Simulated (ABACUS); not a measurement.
# Fe (Im-3m) in ABACUS: further runs

One crystal, Fe, is run at these levels: PBE; tasks: single point.

Everything below comes from runs of ABACUS 3.10.1. Logs are shortened: lines on timing, memory, paths and dates and some standing lists are left out, and cuts for length are marked.

## Step 1: The undisturbed crystal

Symmetry: Im-3m, No. 229, cubic system. The conventional cell has a = 2.886 Å, b = 2.886 Å, c = 2.886 Å, α = 90.00°, β = 90.00°, γ = 90.00°. Fe (site symmetry m-3m) has 8 Fe at 2.50 Å as nearest neighbours.

## Step 2: Single point, PBE, collinear spin, ferromagnetic start (cell strained by -0.06 along c)

Contents of INPUT:

```
INPUT_PARAMETERS
suffix              Fe
calculation         scf
basis_type          pw
pseudo_dir          ./
symmetry            1
dft_functional      pbe
ecutwfc             90
pseudo_rcut         7
nspin               2
nbands              14
ks_solver           dav
smearing_method     fd
smearing_sigma      0.00367493
scf_thr             1e-08
scf_nmax            100
mixing_type         broyden
mixing_beta         0.4
cal_force           1
cal_stress          1
kpar                4
```

Contents of STRU:

```
ATOMIC_SPECIES
Fe 55.8450 Fe.upf

LATTICE_CONSTANT
1.8897261246

LATTICE_VECTORS
-1.4141400000 1.4718600000 1.4141400000
1.4718600000 -1.4141400000 1.4141400000
1.3564200000 1.3564200000 -1.3564200000

ATOMIC_POSITIONS
Cartesian

Fe
0.0
1
0.0000000000 0.0000000000 0.0000000000 1 1 1 mag 3
```

Contents of KPT:

```
K_POINTS
0
Gamma
9 9 9 0 0 0
```

Potentials or basis: PseudoDojo NC SR 0.4.1 PBE standard, plane waves.

Command:

```sh
$ OMP_NUM_THREADS=1 mpirun -np 4 abacus > log
```

running log:

```text
ABACUS v3.10.1

               Atomic-orbital Based Ab-initio Computation at UStc

 ------------------------------------------------------------------------------------

 READING GENERAL INFORMATION
                           global_out_dir = OUT.Fe/
                           global_in_card = INPUT
                               pseudo_dir = ./
                              orbital_dir =
                                    DSIZE = 4
                                    GSIZE = 1

 READING UNITCELL INFORMATION
                                    ntype = 1
                  lattice constant (Bohr) = 1.88973
              lattice constant (Angstrom) = 1

 READING ATOM TYPE 1
                               atom label = Fe
                      L=0, number of zeta = 1
                      L=1, number of zeta = 1
                      L=2, number of zeta = 1
             number of atom for this type = 1
               magnetization of element 1 = 3

                        TOTAL ATOM NUMBER = 1
CARTESIAN COORDINATES ( UNIT =       1.889726124600 Bohr ).
    atom                   x                   y                   z     mag                  vx                  vy                  vz
tauc_Fe1            0.0000000000        0.0000000000        0.0000000000  3.0000        0.0000000000        0.0000000000        0.0000000000

                          Volume (Bohr^3) = 76.2401
                             Volume (A^3) = 11.2976

 Lattice vectors: (Cartesian coordinate: in unit of a_0)
             -1.41414            +1.47186            +1.41414
             +1.47186            -1.41414            +1.41414
             +1.35642            +1.35642            -1.35642
 Reciprocal vectors: (Cartesian coordinate: in unit of 2 pi/a_0)
                   +0             +0.3465             +0.3465
              +0.3465                  +0             +0.3465
            +0.361245           +0.361245          -0.0147447
 The esolver type has been set to : ksdft_pw

                PAO radial cut off (Bohr) = 7

 Read in pseudopotential file is Fe.upf
                     pseudopotential type = NC
          exchange-correlation functional = PBE
                 nonlocal core correction = 1
                        valence electrons = 16
                                     lmax = 2
                           number of zeta = 4
                     number of projectors = 6
                           L of projector = 0
                           L of projector = 0
                           L of projector = 1
                           L of projector = 1
                           L of projector = 2
                           L of projector = 2
     initial pseudo atomic orbital number = 10
 The readin total magnetization is 3

 SETUP THE ELECTRONS NUMBER
            electron number of element Fe = 16
      total electron number of element Fe = 16
            AUTOSET number of electrons:  = 16
                           occupied bands = 8
                                   NBANDS = 14
                                   NLOCAL = 9

%%%%%%%%%%%%%%%%%%%%%%%%%%%%%%%%%%%%%%%%%%%%%%%%%%%%%%%%%%%%%%%%%%%%%%%%%%%%%%%%%%%%%%%%%%%%%%%%%%%%%%%%%%
 Warning: the number of valence electrons in pseudopotential > 8 for Fe: [Ar] 3d6 4s2
 Pseudopotentials with additional electrons can yield (more) accurate outcomes, but may be less efficient.
 If you're confident that your chosen pseudopotential is appropriate, you can safely ignore this warning.
%%%%%%%%%%%%%%%%%%%%%%%%%%%%%%%%%%%%%%%%%%%%%%%%%%%%%%%%%%%%%%%%%%%%%%%%%%%%%%%%%%%%%%%%%%%%%%%%%%%%%%%%%%

 SETUP THE PLANE WAVE BASIS
 energy cutoff for charge/potential (unit:Ry) = 360
            fft grid for charge/potential = [ 30, 30, 27 ]
                        fft grid division = [ 1, 1, 1 ]
        big fft grid for charge/potential = [ 30, 30, 27 ]
                                     nbxx = 24300
                                     nrxx = 24300

 SETUP PLANE WAVES FOR CHARGE/POTENTIAL
                    number of plane waves = 8757
                         number of sticks = 591

 PARALLEL PW FOR CHARGE/POTENTIAL
     PROC   COLUMNS(POT)             PW
        1            591           8757
 --------------- sum -------------------
        1            591           8757
                            number of |g| = 639
                                  max |g| = 32.5012
                                  min |g| = 0

----------- Double Check Mixing Parameters Begin ------------
mixing_type: broyden
[... 60 lines left out ...]
                     BRAVAIS LATTICE NAME = 07. Rhombohedral (Trigonal) cell
                                    ibrav = 7
                       right hand lattice = 1
(for k-lattice: )
                             BRAVAIS TYPE = 7
                     BRAVAIS LATTICE NAME = 07. Rhombohedral (Trigonal) cell
                                    ibrav = 7
                       right hand lattice = 1
                        ROTATION MATRICES = 12
                               nkstot_ibz = 85
K-POINTS REDUCTION ACCORDING TO SYMMETRY
     IBZ    DIRECT_X    DIRECT_Y    DIRECT_Z  WEIGHT  ibz2bz
       1  0.00000000  0.00000000  0.00000000  0.0014       0
       2 -0.11111111  0.11111111  0.00000000  0.0082       1
       3 -0.22222222  0.22222222  0.00000000  0.0082       2
       4 -0.33333333  0.33333333  0.00000000  0.0082       3
       5 -0.44444444  0.44444444  0.00000000  0.0082       4
       6 -0.11111111  0.22222222  0.00000000  0.0082      10
[... 22 lines left out ...]
      29  0.44444444  0.44444444 -0.11111111  0.0082     131
      30  0.44444444  0.33333333 -0.11111111  0.0082     132
[... 55 further k points ...]

                               nkstot now = 85
[... K-POINTS DIRECT COORDINATES: 85 rows ...]

           k-point number in this process = 22
       minimum distributed K point number = 21
[... stars of the k points ...]
                             nks(nspin=2) = 44
                          nkstot(nspin=2) = 170

[... K-POINTS CARTESIAN COORDINATES: 44 rows ...]

[... K-POINTS DIRECT COORDINATES: 44 rows ...]

 SETUP PLANE WAVES FOR WAVE FUNCTIONS
     energy cutoff for wavefunc (unit:Ry) = 90
              fft grid for wave functions = [ 30, 30, 27 ]
                    number of plane waves = 1649
                         number of sticks = 197

 PARALLEL PW FOR WAVE FUNCTIONS
     PROC   COLUMNS(POT)             PW
        1            197           1649
 --------------- sum -------------------
        1            197           1649

 SETUP NONLOCAL PSEUDOPOTENTIALS IN PLANE WAVE BASIS
 Fe non-local projectors:
 projector 1 L=0
 projector 2 L=0
 projector 3 L=1
 projector 4 L=1
 projector 5 L=2
 projector 6 L=2
      TOTAL NUMBER OF NONLOCAL PROJECTORS = 18

 Init Non-Local PseudoPotential table :
 Init Non-Local-Pseudopotential done.

                                     npwx = 1117

 Make real space PAO into reciprocal space.
       max mesh points in Pseudopotential = 701
     dq(describe PAO in reciprocal space) = 0.01
                                    max q = 1143

 number of pseudo atomic orbitals for Fe is 4
WARNING: norm of atomic wavefunction # 3 of atomic type Fe is 0.999976, renormalized
WARNING: norm of atomic wavefunction # 4 of atomic type Fe is 0.996498, renormalized

 -------------------------------------------
 SELF-CONSISTENT
 -------------------------------------------
                                 init_chg = atomic

 PW ALGORITHM --------------- ION=   1  ELEC=   1--------------------------------
 Notice: Threshold on eigenvalues was too large.
 hsover_error=0.16 > DRHO=0.0409235
 Origin diag ethr = 0.01
 New diag ethr = 0.000255772
          total magnetism (Bohr mag/cell) = 2.42646
       absolute magnetism (Bohr mag/cell) = 2.44365
                        nelec for spin up = 9.21323
                      nelec for spin down = 6.78677

 Density error is 0.0411559365996
                          Error Threshold = 0.000255771788692
----------------------------------------------------------
     Energy           Rydberg                 eV
----------------------------------------------------------
 E_KohnSham     -250.6646472852      -3410.4674902386
 E_Harris       -252.3100917096      -3432.8549101525
 E_Fermi        1.4084655050         19.1631563039
----------------------------------------------------------
[... 119 lines left out ...]
 Density error is 6.43844486066e-10
                          Error Threshold = 6.25763437442e-11
----------------------------------------------------------
     Energy           Rydberg                 eV
----------------------------------------------------------
 E_KohnSham     -250.6778754389      -3410.6474685034
 E_KS(sigma->0) -250.6776173683      -3410.6439572733
 E_Harris       -250.6779003315      -3410.6478071847
 E_band         -15.3914518487       -209.4114456345
 E_one_elec     -101.9416169589      -1386.9868539749
 E_Hartree      61.1343764850        831.7758638736
 E_xc           -35.5814713321       -484.1107533401
 E_Ewald        -174.2886474918      -2371.3187026018
 E_entropy(-TS) -0.0005161411        -0.0070224603
 E_descf        0.0000000000         0.0000000000
 E_exx          0.0000000000         0.0000000000
 E_Fermi        1.3688740215         18.6244865366
----------------------------------------------------------

 charge density convergence is achieved
 final etot is -3410.6474685 eV
 EFERMI = 18.624486537 eV

 STATE ENERGY(eV) AND OCCUPATIONS    NSPIN == 2
SPIN UP :
 1/22 kpoint (Cartesian) = 0.0000 0.0000 0.0000 (1085 pws)
       1       -69.3516     0.00137174
       2       -35.2579     0.00137174
       3       -35.2579     0.00137174
       4       -35.1438     0.00137174
       5        10.1776     0.00137174
       6        15.9820     0.00137174
       7        16.3983     0.00137174
       8        16.3983     0.00137174
       9        17.5580     0.00137174
      10        17.5580     0.00137174
      11        42.0453        0.00000
      12        43.5657        0.00000
      13        43.5657        0.00000
      14        48.1215        0.00000
[... 66 lines left out ...]
       1       -69.3290     0.00823045
       2       -35.3799     0.00823045
       3       -35.2901     0.00823045
       4       -35.1545     0.00823045
       5        11.5706     0.00823045
       6        15.7702     0.00823045
       7        16.0219     0.00823045
       8        17.1512     0.00823045
       9        17.4345     0.00823045
      10        17.6669     0.00823045
      11        37.1145        0.00000
      12        38.6024        0.00000
      13        44.1394        0.00000
      14        44.7542        0.00000

[... levels at 38 further k points ...]

------------------------------------------------------------------------------------------
 TOTAL-FORCE (eV/Angstrom)
------------------------------------------------------------------------------------------
                       Fe1         0.0000000000         0.0000000000         0.0000000000
------------------------------------------------------------------------------------------

----------------------------------------------------------------
 TOTAL-STRESS (KBAR)
----------------------------------------------------------------
        35.5780465148        47.6563157159       -47.6563157159
        47.6563157159        35.5780465148       -47.6563157159
       -47.6563157159       -47.6563157159        35.5780465148
----------------------------------------------------------------
 TOTAL-PRESSURE: 35.578047 KBAR

 --------------------------------------------
 !FINAL_ETOT_IS -3410.6474685033954302 eV
 --------------------------------------------
```

Wall time 32 s (4 MPI ranks of Intel Xeon Platinum 8259CL at 2.50GHz (Skylake/Cascade Lake), shared host); peak memory 0.28 GiB.

What came out:

- Free energy: -3410.6475 eV
- Pressure: 3.6 GPa
- Band gap on the k mesh: none (metal or under the smearing width)
- Net moment: 2.26 μB per cell
- Absolute moment: 2.38 μB per cell

Stress tensor (GPa, compression positive):
```
 3.56  4.77 -4.77
 4.77  3.56 -4.77
-4.77 -4.77  3.56
```

## Step 3: Single point, PBE, collinear spin, ferromagnetic start (cell strained by -0.03 along c)

INPUT is that of step 2.

Contents of STRU:

```
ATOMIC_SPECIES
Fe 55.8450 Fe.upf

LATTICE_CONSTANT
1.8897261246

LATTICE_VECTORS
-1.4285700000 1.4574300000 1.4285700000
1.4574300000 -1.4285700000 1.4285700000
1.3997100000 1.3997100000 -1.3997100000

ATOMIC_POSITIONS
Cartesian

Fe
0.0
1
0.0000000000 0.0000000000 0.0000000000 1 1 1 mag 3
```

KPT is that of step 2.

Potentials or basis: PseudoDojo NC SR 0.4.1 PBE standard, plane waves.

Command:

```sh
$ OMP_NUM_THREADS=1 mpirun -np 4 abacus > log
```

Wall time 31 s (4 MPI ranks of Intel Xeon Platinum 8259CL at 2.50GHz (Skylake/Cascade Lake), shared host); peak memory 0.28 GiB.

Results (log left out):

| Item | Value |
| --- | --- |
| Free energy | -3410.6615 eV |
| Pressure | -1.6 GPa |
| Band gap on the k mesh | none (metal or under the smearing width) |
| Net moment | 2.36 μB per cell |
| Absolute moment | 2.50 μB per cell |

Stress tensor (GPa, compression positive):
```
-1.60  1.36 -1.36
 1.36 -1.60 -1.36
-1.36 -1.36 -1.60
```

Levels at points of the mesh, in eV from the Fermi level:
Spin up:
```csv
k point,band 5,band 6,band 7,band 8,band 9,band 10
"(0.00, 0.00, 0.00)",-8.30,-2.46,-2.28,-2.28,-1.15,-1.15
```
Spin down:
```csv
k point,band 5,band 6,band 7,band 8,band 9,band 10
"(0.00, 0.00, 0.00)",-8.20,-0.33,0.05,0.05,1.97,1.97
```
